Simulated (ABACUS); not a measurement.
# ZnS (Wurtzite-6H) (P6_3mc) in ABACUS: further runs, part 2 of 2

ABACUS 3.10.1.

**4. Single point, PBE (cell strained by +0.06 along c)**

Input file run_abacus.py:

```python
"""ABACUS run from a structure file: ASE reads it, the script writes STRU, KPT and INPUT."""
import re
import subprocess
import spglib
from ase import Atoms
from ase.io import read
from ase.units import Bohr

atoms = read("ZnS.cif")
cell, frac, numbers = spglib.standardize_cell((atoms.cell[:], atoms.get_scaled_positions(), atoms.numbers), to_primitive=True, symprec=1e-4)
atoms = Atoms(numbers=numbers, cell=cell, scaled_positions=frac, pbc=True)  # the primitive cell
atoms = atoms[(-atoms.numbers).argsort(kind="stable")]  # ABACUS lists atoms element by element
pseudo = {'Zn': 'Zn.upf', 'S': 'S.upf'}
orbital = {'Zn': 'Zn_confined-atom_7au_3s2p2d1f.orb', 'S': 'S_confined-atom_7au_2s2p1d.orb'}
magmoms = None
kmesh = [6, 6, 1]
params = {
    'suffix': 'ZnS',
    'calculation': 'scf',
    'basis_type': 'lcao',
    'pseudo_dir': './',
    'orbital_dir': './',
    'symmetry': 1,
    'dft_functional': 'pbe',
    'ecutwfc': 100,
    'pseudo_rcut': 7,
    'nspin': 1,
    'nbands': 94,
    'ks_solver': 'genelpa',
    'smearing_method': 'fd',
    'smearing_sigma': 0.00367493,
    'scf_thr': 1e-07,
    'scf_nmax': 100,
    'mixing_type': 'broyden',
    'mixing_beta': 0.7,
    'cal_force': 1,
    'cal_stress': 1,
    'out_mul': 1,
    'out_chg': 1,
    'out_pot': 2,
    'out_elf': 1,
}

symbols = atoms.get_chemical_symbols()
elements = list(dict.fromkeys(symbols))
lines = ["ATOMIC_SPECIES"] + [f"{e} {atoms.get_masses()[symbols.index(e)]:.4f} {pseudo[e]}" for e in elements]
if orbital:
    lines += ["", "NUMERICAL_ORBITAL"] + [orbital[e] for e in elements]
lines += ["", "LATTICE_CONSTANT", f"{1 / Bohr:.10f}", "", "LATTICE_VECTORS"]
lines += [" ".join(f"{x:.10f}" for x in v) for v in atoms.cell]
lines += ["", "ATOMIC_POSITIONS", "Direct"]
for e in elements:
    lines += ["", e, "0.0", str(symbols.count(e))]
    for i, p in enumerate(atoms.get_scaled_positions(wrap=False)):
        if symbols[i] == e:
            mag = "" if magmoms is None else " mag " + " ".join(str(x) for x in (magmoms[i] if isinstance(magmoms[i], list) else [magmoms[i]]))
            lines.append(" ".join(f"{x:.10f}" for x in p) + " 1 1 1" + mag)
open("STRU", "w").write("\n".join(lines) + "\n")
open("KPT", "w").write("K_POINTS\n0\nGamma\n%d %d %d 0 0 0\n" % tuple(kmesh))
open("INPUT", "w").write("INPUT_PARAMETERS\n" + "".join(f"{k:<20s}{v}\n" for k, v in params.items()))

done = subprocess.run(['mpirun', '-np', '4', 'abacus'])
if done.returncode:
    raise SystemExit(done.returncode)
log = open("OUT.ZnS/running_scf.log").read()
print("final energy (eV):", re.findall(r"FINAL_ETOT_IS (\S+)", log))
```

Input file ZnS.cif:

```cif
data_ZnS
_cell_length_a 3.81200000
_cell_length_b 3.81200000
_cell_length_c 19.81138940
_cell_angle_alpha 90.00000000
_cell_angle_beta 90.00000000
_cell_angle_gamma 120.00000000
_space_group_name_H-M_alt 'P6_3mc'
_space_group_name_Hall 'P 6c -2c'
_space_group_IT_number 186
loop_
_space_group_symop_operation_xyz
'x,y,z'
'x-y,x,z+1/2'
'-y,x-y,z'
'-x,-y,z+1/2'
'-x+y,-x,z'
'y,-x+y,z+1/2'
'y,x,z+1/2'
'x,x-y,z'
'x-y,-y,z+1/2'
'-y,-x,z'
'-x,-x+y,z+1/2'
'-x+y,y,z'
loop_
_atom_site_label
_atom_site_type_symbol
_atom_site_symmetry_multiplicity
_atom_site_Wyckoff_symbol
_atom_site_fract_x
_atom_site_fract_y
_atom_site_fract_z
_atom_site_occupancy
Zn1 Zn 2 b 0.3333333333 0.6666666667 0.8333300000 1
Zn2 Zn 2 b 0.6666666667 0.3333333333 0.6666700000 1
Zn3 Zn 2 a 0.0000000000 0.0000000000 0.5000000000 1
S1 S 2 b 0.3333333333 0.6666666667 0.9583300000 1
S2 S 2 b 0.6666666667 0.3333333333 0.7916700000 1
S3 S 2 a 0.0000000000 0.0000000000 0.6250000000 1
```

Potentials or basis: PseudoDojo NC SR 0.4.1 PBE standard, DZP LCAO (the cutoffs set its grid).

On the command line:

```
$ OMP_NUM_THREADS=1 python run_abacus.py > log
```

running log:

```text
ABACUS v3.10.1

               Atomic-orbital Based Ab-initio Computation at UStc

 ------------------------------------------------------------------------------------

 READING GENERAL INFORMATION
                           global_out_dir = OUT.ZnS/
                           global_in_card = INPUT
                               pseudo_dir = ./
                              orbital_dir = ./
                                    DSIZE = 4
                                    GSIZE = 1

 READING UNITCELL INFORMATION
                                    ntype = 2
                  lattice constant (Bohr) = 1.88973
              lattice constant (Angstrom) = 1

 READING ATOM TYPE 1
                               atom label = Zn
                      L=0, number of zeta = 3
                      L=1, number of zeta = 2
                      L=2, number of zeta = 2
                      L=3, number of zeta = 1
             number of atom for this type = 6

 READING ATOM TYPE 2
                               atom label = S
                      L=0, number of zeta = 2
                      L=1, number of zeta = 2
                      L=2, number of zeta = 1
             number of atom for this type = 6

                        TOTAL ATOM NUMBER = 12
DIRECT COORDINATES
    atom                   x                   y                   z     mag                  vx                  vy                  vz
taud_Zn1            0.3333333333        0.6666666667        0.8333300000  0.0000        0.0000000000        0.0000000000        0.0000000000
taud_Zn2            0.6666666667        0.3333333333        0.3333300000  0.0000        0.0000000000        0.0000000000        0.0000000000
taud_Zn3            0.6666666667        0.3333333333        0.6666700000  0.0000        0.0000000000        0.0000000000        0.0000000000
taud_Zn4            0.3333333333        0.6666666667        0.1666700000  0.0000        0.0000000000        0.0000000000        0.0000000000
taud_Zn5            0.0000000000        0.0000000000        0.5000000000  0.0000        0.0000000000        0.0000000000        0.0000000000
taud_Zn6            0.0000000000        0.0000000000        0.0000000000  0.0000        0.0000000000        0.0000000000        0.0000000000
taud_S1            0.3333333333        0.6666666667        0.9583300000  0.0000        0.0000000000        0.0000000000        0.0000000000
taud_S2            0.6666666667        0.3333333333        0.4583300000  0.0000        0.0000000000        0.0000000000        0.0000000000
taud_S3            0.6666666667        0.3333333333        0.7916700000  0.0000        0.0000000000        0.0000000000        0.0000000000
[... 341 lines left out ...]
 E_KS(sigma->0) -2641.5860518823     -35940.6220629233
 E_Harris       -2641.5860443516     -35940.6219604619
 E_band         -286.2061604390      -3894.0345846721
 E_one_elec     -2193.0969648513     -29838.6149884832
 E_Hartree      1123.6560531828      15288.1249154765
 E_xc           -307.7965129313      -4187.7864003962
 E_Ewald        -1264.3486272825     -17202.3455895201
 E_entropy(-TS) -0.0000000000        -0.0000000006
 E_descf        0.0000000000         0.0000000000
 E_exx          0.0000000000         0.0000000000
 E_Fermi        0.5616484184         7.6416187623
----------------------------------------------------------

 charge density convergence is achieved
 final etot is -35940.622063 eV
 EFERMI = 7.6416187623 eV
The vacuum level is 10.437235709 eV

 STATE ENERGY(eV) AND OCCUPATIONS    NSPIN == 1
 1/7 kpoint (Cartesian) = 0.0000 0.0000 0.0000 (7108 pws)
       1       -118.245      0.0555556
       2       -118.245      0.0555556
       3       -118.245      0.0555556
       4       -118.245      0.0555556
       5       -118.241      0.0555556
       6       -118.241      0.0555556
[... 566 lines left out ...]
      93        14.2706    1.76032e-58
      94        14.4744    2.98699e-60

[... levels at 1 further k points ...]

 correction force for each atom along direction 1 is 1.58773e-14
 correction force for each atom along direction 2 is -5.96918e-15
 correction force for each atom along direction 3 is 6.72495e-07
------------------------------------------------------------------------------------------
 TOTAL-FORCE (eV/Angstrom)
------------------------------------------------------------------------------------------
                       Zn1         0.0000000000         0.0000000000         0.2542666403
                       Zn2         0.0000000000         0.0000000000         0.2542666403
                       Zn3         0.0000000000         0.0000000000         0.2628772057
                       Zn4         0.0000000000         0.0000000000         0.2628772057
                       Zn5         0.0000000000         0.0000000000         0.2531411490
                       Zn6         0.0000000000         0.0000000000         0.2531411490
                        S1         0.0000000000         0.0000000000        -0.2699668349
                        S2         0.0000000000         0.0000000000        -0.2699668349
                        S3         0.0000000000         0.0000000000        -0.2584291985
                        S4         0.0000000000         0.0000000000        -0.2584291985
                        S5         0.0000000000         0.0000000000        -0.2418889617
                        S6         0.0000000000         0.0000000000        -0.2418889617
------------------------------------------------------------------------------------------

----------------------------------------------------------------
 TOTAL-STRESS (KBAR)
----------------------------------------------------------------
        15.1897128759         0.0000000000         0.0000000000
        -0.0000000000        15.1897128761         0.0000000000
        -0.0000000000         0.0000000000       -51.4230115560
----------------------------------------------------------------
 TOTAL-PRESSURE: -7.014529 KBAR

 --------------------------------------------
 !FINAL_ETOT_IS -35940.6220629236413515 eV
 --------------------------------------------
```

It took 14 s on 4 MPI ranks of Intel Xeon 6975P-C (Granite Rapids), shared host; peak memory 0.64 GiB.

What came out:

| Quantity | Value |
| --- | --- |
| Free energy | -35940.6221 eV |
| Pressure | -0.7 GPa |
| Largest force | 0.270 eV/Å |
| Band gap on the k mesh | 1.94 eV, direct |
| Mulliken charges | Zn +0.33, +0.34; S -0.33, -0.34 e |

Forces in eV/Å, atoms in the order of the input:
```
Zn   0.000  0.000  0.254
Zn   0.000  0.000  0.254
Zn   0.000  0.000  0.263
Zn   0.000  0.000  0.263
Zn   0.000  0.000  0.253
Zn   0.000  0.000  0.253
S    0.000  0.000 -0.270
S    0.000  0.000 -0.270
S    0.000  0.000 -0.258
S    0.000  0.000 -0.258
S    0.000  0.000 -0.242
S    0.000  0.000 -0.242
```

Stress tensor (GPa, compression positive):
```
 1.52  0.00  0.00
 0.00  1.52  0.00
 0.00  0.00 -5.14
```

Caveat: the atomic orbitals were generated for these runs and aren't a published set; Mulliken charges move with the basis; the cell's inner coordinates are idealised or old, which leaves forces on the atoms; the basis of atomic orbitals isn't converged, which shifts pressures, moduli and gaps.

**5. Summary**

| cell | gap on the mesh (eV) | pressure (GPa) | largest force (eV/Å) |
| --- | --- | --- | --- |
| as given | 2.32 | 3.2 | 0.03 |
| cell strained by +0.03 along c | 2.14 | 1.0 | 0.21 |
| cell strained by +0.06 along c | 1.94 | -0.7 | 0.27 |

Alike in all rows: task single point; level PBE; potentials or basis PseudoDojo NC SR 0.4.1 PBE standard, DZP LCAO (the cutoffs set its grid); no spin polarisation; k mesh 6 × 6 × 1; cutoff (eV) 1361; smearing fermi-dirac 0.05 eV.

Caveats: the atomic orbitals were generated for these runs and aren't a published set; the cell's inner coordinates are idealised or old, which leaves forces on the atoms; the basis of atomic orbitals isn't converged, which shifts pressures, moduli and gaps.

Absolute energies hang on the potentials; compare differences alone.

**6. Comparison with measurements**

Step 2. A measured gap of ZnS is 3.911 eV (direct; 4 K; a printed reference work, monograph); the calculated 2.32 eV misses it by -1.59 eV. The value is that of PBE in an atomic basis (PseudoDojo NC SR 0.4.1 PBE standard, DZP LCAO (the cutoffs set its grid)), whose error adds to the functional's,, without temperature or zero-point motion. Semilocal functionals fall short of measured gaps as a rule.
